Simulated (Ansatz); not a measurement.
**Compressing CaF2: a fit and a missing row**

CaF2, Fm-3m, a = 5.510 Å. Ansatz: PBE, PAW, 420 eV, Γ-centred 8×8×8 mesh on 3 atoms, Gaussian smearing 0.02 eV; no spin polarisation. Symmetry fixes shape and atoms, so the cell is only scaled; pressure is positive in compression.

| V (Å³/atom) | P (GPa) |
| --- | --- |
| 12.270 | 13.23 |
| 12.689 | ? |
| 13.107 | 5.54 |
| 13.525 | 2.55 |
| 13.944 | 0.02 |
| 14.362 | -2.13 |
| 14.780 | -3.95 |
| 15.338 | -5.96 |

**Question.** Take V0 = 13.944 Å³/atom, count pressures from its P0 = 0.02 GPa, fit the third-order Birch–Murnaghan form to the other rows, and predict the missing pressure.

**Answer.** With the Eulerian strain f = ½[(V0/V)^(2/3) − 1] and y = (P − P0)/[3f(1 + 2f)^(5/2)], the form is the line y = B0 + 1.5 B0 (B0′ − 4) f. Rows (f, y): 0.04450, 80.0; 0.02107, 78.8; 0.01027, 78.0; -0.00975, 77.2; -0.01904, 76.6; -0.03077, 75.9. Means f = 0.002713, y = 77.750; Σ(Δf)² = 0.003890, ΣΔfΔy = 0.2090; the slope is their ratio. y = 77.60 + 53.73 f GPa, so B0 = 77.6 GPa and B0′ = 4 + 2 × (53.73)/(3 × 77.60) = 4.46. At V = 12.689, f = 0.03245, y = 79.34 and P = 9.06 GPa. The run gave 9.06 GPa, the same to the digits shown.